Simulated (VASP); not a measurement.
# InAs (F-43m) in VASP: a series of runs, part 3 of 3

VASP 6.6.1. The steps go on from the part before.

### Step 4. Single point, PBEsol

This run uses another cell than the first one, of 27.49 Å³/atom, 0.962 times its volume.

INCAR

```
  PREC = Accurate
  ENCUT = 520
  EDIFF = 1E-6
  ISMEAR = -1
  SIGMA = 0.05
  LREAL = F
  LASPH = T
  NELM = 100
  ALGO = Normal
  ISIF = 2
  LWAVE = F
  LCHARG = F
  GGA = PS
  NBANDS = 16
```

KPOINTS

```
regular mesh
0
Gamma
  6 6 6
```

POSCAR

```
InAs
1.0
    0.0000000000      3.0180000000      3.0180000000
    3.0180000000      0.0000000000      3.0180000000
    3.0180000000      3.0180000000      0.0000000000
In As
1 1
Direct
    0.0000000000      0.0000000000      0.0000000000
    0.7500000000      0.7500000000      0.7500000000
```

Potentials or basis: VASP PAW PBE potentials, release 64 (In_d, As).

On the command line:

```
cat potpaw_PBE.64/In_d/POTCAR potpaw_PBE.64/As/POTCAR > POTCAR
mpirun -np 1 vasp_std > vasp.out
```

OUTCAR:

```text
PREC = Accurate
   ENCUT = 520
   EDIFF = 1E-6
   ISMEAR = -1
   LREAL = F
   LASPH = T
   NELM = 100
   ISIF = 2
   GGA = PS

 ion  position               nearest neighbor table
   1  0.000  0.000  0.000-   2 2.61   2 2.61   2 2.61   2 2.61
   2  0.750  0.750  0.750-   1 2.61   1 2.61   1 2.61   1 2.61

  LATTYP: Found a face centered cubic cell.
 ALAT       =     6.0360000000

  Lattice vectors:

 A1 = (   0.0000000000,   3.0180000000,   3.0180000000)
 A2 = (   3.0180000000,   0.0000000000,   3.0180000000)
 A3 = (   3.0180000000,   3.0180000000,   0.0000000000)

Analysis of symmetry for initial positions (statically):
=====================================================================
 Subroutine PRICEL returns:
 Original cell was already a primitive cell.

 Routine SETGRP: Setting up the symmetry group for a
 face centered cubic supercell.

 Subroutine GETGRP returns: Found 24 space group operations
 (whereof 24 operations were pure point group operations)
 out of a pool of 48 trial point group operations.

The static configuration has the point symmetry T_d .

Analysis of symmetry for dynamics (positions and initial velocities):
=====================================================================
 Subroutine PRICEL returns:
 Original cell was already a primitive cell.

 Routine SETGRP: Setting up the symmetry group for a
 face centered cubic supercell.

 Subroutine GETGRP returns: Found 24 space group operations
 (whereof 24 operations were pure point group operations)
 out of a pool of 48 trial point group operations.

The dynamic configuration has the point symmetry T_d .

 Subroutine INISYM returns: Found 24 space group operations
 (whereof 24 operations are pure point group operations),
 and found     1 'primitive' translations

----------------------------------------------------------------------------------------

                                     Primitive cell

  volume of cell :      54.9778

  direct lattice vectors                    reciprocal lattice vectors
     0.000000000  3.018000000  3.018000000    -0.165672631  0.165672631  0.165672631
     3.018000000  0.000000000  3.018000000     0.165672631 -0.165672631  0.165672631
     3.018000000  3.018000000  0.000000000     0.165672631  0.165672631 -0.165672631

  length of vectors
     4.268096531  4.268096531  4.268096531     0.286953414  0.286953414  0.286953414

  position of ions in fractional coordinates (direct lattice)
     0.000000000  0.000000000  0.000000000
     0.750000000  0.750000000  0.750000000

  ion indices of the primitive-cell ions
   primitive index   ion index
                 1           1
                 2           2

----------------------------------------------------------------------------------------

 KPOINTS: regular mesh

Automatic generation of k-mesh.
 Grid dimensions read from file:
 generate k-points for:    6    6    6

 Generating k-lattice:

  Cartesian coordinates                     Fractional coordinates (reciprocal lattice)
    -0.027612105  0.027612105  0.027612105     0.166666667  0.000000000  0.000000000
     0.027612105 -0.027612105  0.027612105     0.000000000  0.166666667  0.000000000
     0.027612105  0.027612105 -0.027612105     0.000000000  0.000000000  0.166666667

  Length of vectors
     0.047825569  0.047825569  0.047825569

  Shift w.r.t. Gamma in fractional coordinates (k-lattice)
     0.000000000  0.000000000  0.000000000

 Subroutine IBZKPT returns following result:
 ===========================================

 Found     16 irreducible k-points:

 Following reciprocal coordinates:
            Coordinates               Weight
  0.000000  0.000000  0.000000      1.000000
  0.166667  0.000000  0.000000      8.000000
  0.333333  0.000000  0.000000      8.000000
  0.500000  0.000000  0.000000      4.000000
  0.166667  0.166667  0.000000      6.000000
  0.333333  0.166667  0.000000     24.000000
[... 8 lines left out ...]
 -0.333333  0.333333  0.166667     24.000000
 -0.333333  0.500000  0.166667     12.000000
   k-points           NKPTS =     16   k-points in BZ     NKDIM =     16   number of bands    NBANDS=     16
   number of dos      NEDOS =    301   number of ions     NIONS =      2
   total plane-waves  NPLWV =  32768
   dimension x,y,z NGX =    32 NGY =   32 NGZ =   32
   dimension x,y,z NGXF=    64 NGYF=   64 NGZF=   64
   ions per type =               1   1
   NGX,Y,Z   is equivalent  to a cutoff of  12.46, 12.46, 12.46 a.u.
   NGXF,Y,Z  is equivalent  to a cutoff of  24.93, 24.93, 24.93 a.u.
 SYSTEM =  unknown system
   PREC   = accura    normal or accurate (medium, high low for compatibility)
   ISTART =      0    job   : 0-new  1-cont  2-samecut
   ICHARG =      2    charge: 1-file 2-atom 10-const
   ISPIN  =      1    spin polarized calculation?
   LNONCOLLINEAR =      F non collinear calculations
   LSORBIT =      F    spin-orbit coupling
   LASPH  =      T    aspherical Exc in radial PAW
   ENCUT  =  520.0 eV  38.22 Ry    6.18 a.u.   7.94  7.94  7.94*2*pi/ulx,y,z
   NELM   =    100;   NELMIN=  2; NELMDL= -5     # of ELM steps
   EDIFF  = 0.1E-05   stopping-criterion for ELM
   LREAL  =      F    real-space projection
   EDIFFG = 0.1E-04   stopping-criterion for IOM
   NSW    =      0    number of steps for IOM
   IBRION =     -1    ionic relax: 0-MD 1-quasi-New 2-CG
   NFREE  =      0    steps in history (QN), initial steepest desc. (CG)
   ISIF   =      2    stress and relaxation
   ISYM   =      2    0-nonsym 1-usesym 2-fastsym
   POTIM  = 0.5000    time-step for ionic-motion
   TEBEG  =    0.0;   TEEND  =   0.0 temperature during run
   PSTRESS=    0.0 pullay stress
   NELECT =      18.0000    total number of electrons
   NUPDOWN=      -1.0000    fix difference up-down
   EMIN   =  10.00;   EMAX   =-10.00  energy-range for DOS
   EFERMI =   0.00;   METHOD = LEGACY
   ISMEAR =    -1;   SIGMA  =   0.05  broadening in eV -4-tet -1-fermi 0-gaus
   EFERMI_NEDOS =   21; number of points for ismear=-14 and -15
   IALGO  =     38    algorithm
   IMIX   =      4    mixing-type and parameters
     AMIX     =   0.40;   BMIX     =  1.00
     AMIX_MAG =   1.60;   BMIX_MAG =  1.00
  volume/ion in A,a.u.               =      27.49       185.50
  Fermi-wavevector in a.u.,A,eV,Ry     =   1.128331  2.132236 17.321990  1.273130
  Thomas-Fermi vector in A             =   2.265020
   LORBIT       =      0    0 simple, 1 ext, 2 COOP (PROOUT), +10 PAW based schemes
   GGA     = PS    functional components
   LHFCALC =     F    Hartree Fock is set to
   AEXX    =    0.0000 exact exchange contribution
   IVDW    =     0    specifies the selected vdW correction
   LEPSILON=     F    determine dielectric tensor
   LRPA    =     F    only Hartree local field effects (RPA)
 non-spin polarized calculation
  energy-cutoff  :      520.00
  volume of cell :       54.98
 maximum number of plane-waves:      1492
   NGX = 15   NGY = 15   NGZ = 15

 number of electron      17.9999991 magnetization

 Free energy of the ion-electron system (eV)
  ---------------------------------------------------
  ext. energy  EPLUGINS =         0.00000000
  ---------------------------------------------------
  free energy    TOTEN  =        -8.46352024 eV

  energy without entropy =       -8.46258174  energy(sigma->0) =       -8.46305099

 E-fermi :   4.4719     XC(G=0):  -9.3053

 val. band max:        4.4360150707   @ k =   0.0000   0.0000   0.0000
 cond. band min:       5.3177295592   @ k =   0.5000   0.0000   0.0000
 fundamental gap:      0.8817144885
 Fermi energy:         4.4718834959

 k-point     1 :       0.0000    0.0000    0.0000
  band No.  band energies     occupation
      1      -9.9161      2.00000
      2      -9.9161      2.00000
      3      -9.9161      2.00000
      4      -9.7862      2.00000
      5      -9.7862      2.00000
      6      -7.4903      2.00000
[... 8 lines left out ...]
     15      14.1119      0.00000
     16      14.1119      0.00000
[... 267 lines left out ...]
 k-point    16 :      -0.3333    0.5000    0.1667
  band No.  band energies     occupation
      1     -10.0894      2.00000
      2      -9.8559      2.00000
      3      -9.8383      2.00000
      4      -9.8092      2.00000
      5      -9.7724      2.00000
      6      -5.3921      2.00000
[... 8 lines left out ...]
     15      16.0664      0.00000
     16      16.2174      0.00000

------------------------ aborting loop because EDIFF is reached ----------------------------------------

  FORCE on cell =-STRESS in cart. coord.  units (eV):
  Direction    XX          YY          ZZ          XY          YZ          ZX
  --------------------------------------------------------------------------------------
  -------------------------------------------------------------------------------------
  Total        0.5735179      0.5735179      0.5735179     -0.0000000      0.0000000      0.0000000
  in kB       16.7135957     16.7135957     16.7135957     -0.0000000      0.0000000      0.0000000
  external PRESSURE =      16.7135957 kB  Pullay stress =       0.0000000 kB

 VOLUME and BASIS-vectors are now :
 -----------------------------------------------------------------------------
  energy-cutoff  :      520.00
  volume of cell :       54.98
      direct lattice vectors                 reciprocal lattice vectors
     0.000000000  3.018000000  3.018000000    -0.165672631  0.165672631  0.165672631
     3.018000000  0.000000000  3.018000000     0.165672631 -0.165672631  0.165672631
     3.018000000  3.018000000  0.000000000     0.165672631  0.165672631 -0.165672631

 POSITION                                       TOTAL-FORCE (eV/Angst)
 -----------------------------------------------------------------------------------
      0.00000      0.00000      0.00000        -0.000000      0.000000      0.000000
      4.52700      4.52700      4.52700         0.000000     -0.000000     -0.000000
 -----------------------------------------------------------------------------------
    total drift:                                0.000000      0.000000      0.000000

  FREE ENERGIE OF THE ION-ELECTRON SYSTEM (eV)
  ---------------------------------------------------
  free  energy   TOTEN  =        -8.4635202444 eV

  energy  without entropy=       -8.4625817447  energy(sigma->0) =       -8.46305099
```

Wall time 20 s (1 thread of Intel Xeon Platinum 8488C (Sapphire Rapids), shared host); peak memory 0.18 GiB.

Results:

```
Free energy            : -8.4635 eV
Pressure               : 1.7 GPa
Band gap on the k mesh : zero (filled and empty bands touch)
```

Caveat: the PAW data sets were made with another functional, which shifts forces and pressure a little; spin-orbit coupling is left out, which moves the levels of the heavy elements.

### Step 5. The runs side by side

```tsv
cell	k mesh	gap on the mesh (eV)	pressure (GPa)
a = 4.324 Å, angles 60.0°, 2 atoms	8 × 8 × 8	none	-0.7
a = 4.352 Å, angles 60.0°, 2 atoms	8 × 8 × 8	none	-1.6
a = 4.268 Å, angles 60.0°, 2 atoms	6 × 6 × 6	none	1.7
```

Alike in all rows: task single point; level PBEsol; potentials or basis VASP PAW PBE potentials, release 64 (In_d, As); no spin polarisation; cutoff (eV) 520; smearing fermi-dirac 0.05 eV.

Caveats: the PAW data sets were made with another functional, which shifts forces and pressure a little; spin-orbit coupling is left out, which moves the levels of the heavy elements.

Absolute energies hang on the potentials; compare differences alone.

### Step 6. How close it comes

Step 2. A measured gap of InAs is 0.418 eV (direct; 4.2 K; a printed reference work, data compilation); the calculated 0.00 eV misses it by -0.42 eV. Spin-orbit coupling on As, In is left out. The value is that of PBEsol on a finite k mesh, which can miss the band edges, without temperature or zero-point motion. Semilocal functionals fall short of measured gaps as a rule.

Step 3. Against the measured gap of InAs, 0.418 eV (direct; 4.2 K; a printed reference work, data compilation), the calculated 0.00 eV is off by -0.42 eV. Spin-orbit coupling on As, In is left out. The value is that of PBEsol on a finite k mesh, which can miss the band edges, without temperature or zero-point motion. Semilocal functionals fall short of measured gaps as a rule.

Step 4. A measured gap of InAs is 0.418 eV (direct; 4.2 K; a printed reference work, data compilation); the calculated 0.00 eV misses it by -0.42 eV. Spin-orbit coupling on As, In is left out. The value is that of PBEsol on a finite k mesh, which can miss the band edges, without temperature or zero-point motion. Semilocal functionals fall short of measured gaps as a rule.
